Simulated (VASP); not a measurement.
# C in VASP: phonons with LDA

Aim: the phonons of C with LDA.

All numbers are computed with VASP 6.6.1; they aren't measurements. Logs are shortened: lines on timing, memory, paths and dates and some standing lists are left out, and cuts for length are marked.

### 1 The slab as given

The cell holds a slab with vacuum, 2 atoms: a = 2.447 Å, b = 2.447 Å, c = 18.295 Å, α = 90.00°, β = 90.00°, γ = 120.00°.

The slab is cut from a database's or a generator's crystal, which needn't be the stable form of the element.

### 2 Phonons, LDA

POSCAR reads:

```
C
1.0
    2.4473277844     -0.0000000000      0.0000000000
   -1.2236638922      2.1194480323     -0.0000000000
    0.0000000000      0.0000000000     18.2948589265
  C
     2
Direct
     0.0000000000000000    0.0000000000000000    0.5000000000000000
     0.6666666699999979    0.3333333400000029    0.5000000000000000
```

INCAR.step1 reads:

```
SYSTEM = C
PREC     = Accurate       ! precision mode
ENCUT    = 600            ! plane-wave cutoff, eV
EDIFF    = 1E-8           ! SCF threshold, eV
ISMEAR   = 0              ! smearing method
SIGMA    = 0.05           ! smearing width, eV
LREAL    = .FALSE.        ! projectors in reciprocal space
LASPH    = .TRUE.         ! aspherical terms in the spheres
NELM     = 80             ! most SCF steps
ALGO     = Fast           ! electronic algorithm
ISIF     = 2              ! what is computed and relaxed
LWAVE    = .FALSE.        ! write WAVECAR
LCHARG   = .FALSE.        ! write CHGCAR
LDIPOL   = .TRUE.       
IDIPOL   = 3            
DIPOL    = 0.5 0.5 0.500
IBRION   = 2              ! ionic algorithm
NSW      = 40             ! ionic steps
EDIFFG   = -0.002         ! ionic threshold
```

INCAR.step2 reads:

```
SYSTEM = C
PREC     = Accurate       ! precision mode
ENCUT    = 600            ! plane-wave cutoff, eV
EDIFF    = 1E-8           ! SCF threshold, eV
ISMEAR   = 0              ! smearing method
SIGMA    = 0.05           ! smearing width, eV
LREAL    = .FALSE.        ! projectors in reciprocal space
LASPH    = .TRUE.         ! aspherical terms in the spheres
NELM     = 80             ! most SCF steps
ALGO     = Fast           ! electronic algorithm
ISIF     = 2              ! what is computed and relaxed
LWAVE    = .FALSE.        ! write WAVECAR
LCHARG   = .FALSE.        ! write CHGCAR
LDIPOL   = .TRUE.       
IDIPOL   = 3            
DIPOL    = 0.5 0.5 0.500
IBRION   = 8              ! ionic algorithm
NSW      = 1              ! ionic steps
```

KPOINTS reads:

```
regular mesh
0
G
  18 18 1
  0 0 0
```

Potentials or basis: VASP PAW LDA potentials, release 64 (C).

Run with:

```
$ cat potpaw_LDA.64/C/POTCAR > POTCAR
$ cp INCAR.step1 INCAR
$ mpirun -np 1 vasp_std > vasp.out
$ cp CONTCAR POSCAR
$ cp INCAR.step2 INCAR
$ mpirun -np 1 vasp_std > vasp.out
```

OUTCAR:

```text
SYSTEM = C
   PREC = Accurate
   ENCUT = 600
   EDIFF = 1E-8
   ISMEAR = 0
   LREAL = .FALSE.
   LASPH = .TRUE.
   NELM = 80
   ISIF = 2
   IBRION = 8
   NSW = 1

 ion  position               nearest neighbor table
   1  0.000  0.000  0.500-   2 1.41   2 1.41   2 1.41
   2  0.667  0.333  0.500-   1 1.41   1 1.41   1 1.41

  LATTYP: Found a hexagonal cell.
 ALAT       =     2.4473277844
 C/A-ratio  =     7.4754428251

  Lattice vectors:

 A1 = (   2.4473277844,   0.0000000000,   0.0000000000)
 A2 = (  -1.2236638922,   2.1194480323,   0.0000000000)
 A3 = (   0.0000000000,   0.0000000000,  18.2948589265)

Analysis of symmetry for initial positions (statically):
=====================================================================
 Subroutine PRICEL returns:
 Original cell was already a primitive cell.

 Routine SETGRP: Setting up the symmetry group for a
 hexagonal supercell.

 Subroutine GETGRP returns: Found 24 space group operations
 (whereof 12 operations were pure point group operations)
 out of a pool of 24 trial point group operations.

The static configuration has the point symmetry D_3h.
 The point group associated with its full space group is D_6h.

Analysis of symmetry for dynamics (positions and initial velocities):
=====================================================================
 Subroutine PRICEL returns:
 Original cell was already a primitive cell.

 Routine SETGRP: Setting up the symmetry group for a
 hexagonal supercell.

 Subroutine GETGRP returns: Found 24 space group operations
 (whereof 12 operations were pure point group operations)
 out of a pool of 24 trial point group operations.

The dynamic configuration has the point symmetry D_3h.
 The point group associated with its full space group is D_6h.

 Subroutine INISYM returns: Found 24 space group operations
 (whereof 12 operations are pure point group operations),
 and found     1 'primitive' translations

----------------------------------------------------------------------------------------

                                     Primitive cell

  volume of cell :      94.8951
[... 436 lines left out ...]
     0.000000000  0.000000000 18.294858927     0.000000000  0.000000000  0.054660165

 POSITION                                       TOTAL-FORCE (eV/Angst)
 -----------------------------------------------------------------------------------
      0.00000      0.00000      9.14743         0.000000      0.000000      0.000000
      1.22366      0.70648      9.14743        -0.000000     -0.000000      0.000000
 -----------------------------------------------------------------------------------
    total drift:                               -0.000001     -0.000002     -0.000000

  FREE ENERGIE OF THE ION-ELECTRON SYSTEM (eV)
  ---------------------------------------------------
  free  energy   TOTEN  =       -20.1811446911 eV

  energy  without entropy=      -20.1807964259  energy(sigma->0) =      -20.18097056

[... ionic steps 2 to 3 ...]

--------------------------------------- Ionic step        4  -------------------------------------------

------------------------ aborting loop because EDIFF is reached ----------------------------------------

[... ionic steps 5 to 5 ...]

--------------------------------------- Ionic step        6  -------------------------------------------

 Free energy of the ion-electron system (eV)
  ---------------------------------------------------
  ---------------------------------------------------
  free energy    TOTEN  =        -0.13708955 eV

  energy without entropy =       -0.13708955

------------------------ aborting loop because EDIFF is reached ----------------------------------------

 INTERNAL STRAIN TENSOR  FOR ION    1  DIRECTION 3   (eV/Angst):
 -----------------------------------------------------------------------------
     0.00088  0.00000 -0.00000
     0.00000  0.00088  0.00000
    -0.00000  0.00000 -0.00735

 INTERNAL STRAIN TENSOR FOR ION    2 for displacements in x,y,z  (eV/Angst):
          X           Y           Z          XY          YZ          ZX
  --------------------------------------------------------------------------------
  x     0.00000     0.00000     0.00000    -3.21952     0.00000     0.00000
  y    -3.21952     3.21952     0.00000    -0.00000     0.00000     0.00000
  z     0.00000     0.00000     0.00000     0.00000     0.00000     0.00000

 SECOND DERIVATIVES (NOT SYMMETRIZED)
 ------------------------------------
               1X          1Y          1Z          2X          2Y          2Z
  1X   -46.391290    0.000000    0.000000   46.391290   -0.000000    0.000000
  1Y     0.000000  -46.391290    0.000000    0.000000   46.391290    0.000000
  1Z     0.000000    0.000000  -17.715871   -0.000000   -0.000000   17.715871
  2X    46.391290   -0.000000    0.000000  -46.391290    0.000000    0.000000
  2Y     0.000000   46.391290    0.000000    0.000000  -46.391290    0.000000
  2Z    -0.000000   -0.000000   17.715871    0.000000    0.000000  -17.715871

 Eigenvectors and eigenvalues of the dynamical matrix
 ----------------------------------------------------

   1 f  =   43.450459 THz   273.007283 2PiTHz 1449.351292 cm-1   179.696577 meV
             X         Y         Z           dx          dy          dz
      0.000000  0.000000  9.147429     0.707107   -0.000000    0.000000
      1.223664  0.706483  9.147429    -0.707107    0.000000    0.000000
[... 16 lines left out ...]
   5 f  =    0.000000 THz     0.000000 2PiTHz    0.000000 cm-1     0.000000 meV
             X         Y         Z           dx          dy          dz
      0.000000  0.000000  9.147429    -0.707107    0.000000   -0.000000
      1.223664  0.706483  9.147429    -0.707107   -0.000000    0.000000

   6 f/i=    0.000000 THz     0.000001 2PiTHz    0.000005 cm-1     0.000001 meV
             X         Y         Z           dx          dy          dz
      0.000000  0.000000  9.147429    -0.000000   -0.000000    0.707107
      1.223664  0.706483  9.147429     0.000000    0.000000    0.707107

--------------------------------------------------------------------------------------------------------

 ELASTIC MODULI CONTR FROM IONIC RELAXATION (kBar)
 Direction    XX          YY          ZZ          XY          YZ          ZX
 --------------------------------------------------------------------------------
 XX          -3.7724      3.7724      0.0000     -0.0000      0.0000      0.0000
 YY           3.7724     -3.7724      0.0000      0.0000      0.0000      0.0000
 ZZ           0.0000      0.0000      0.0000      0.0000      0.0000      0.0000
 XY          -0.0000      0.0000      0.0000     -3.7724      0.0000      0.0000
 YZ           0.0000      0.0000      0.0000      0.0000      0.0000      0.0000
 ZX           0.0000      0.0000      0.0000      0.0000      0.0000      0.0000
 --------------------------------------------------------------------------------

 vacuum level on the upper side and lower side of the slab         1.653         1.653
```

Wall time 5.5 min (1 thread of Intel Xeon Platinum 8488C (Sapphire Rapids), shared host); peak memory 0.45 GiB.

Results:

```
Highest phonon frequency at Γ : 1449 cm⁻¹
```

Phonon frequencies in cm⁻¹ (negative: imaginary):
```csv
q point,frequencies
"(0.000, 0.000, 0.000)",0 0 0 896 1449 1449
```
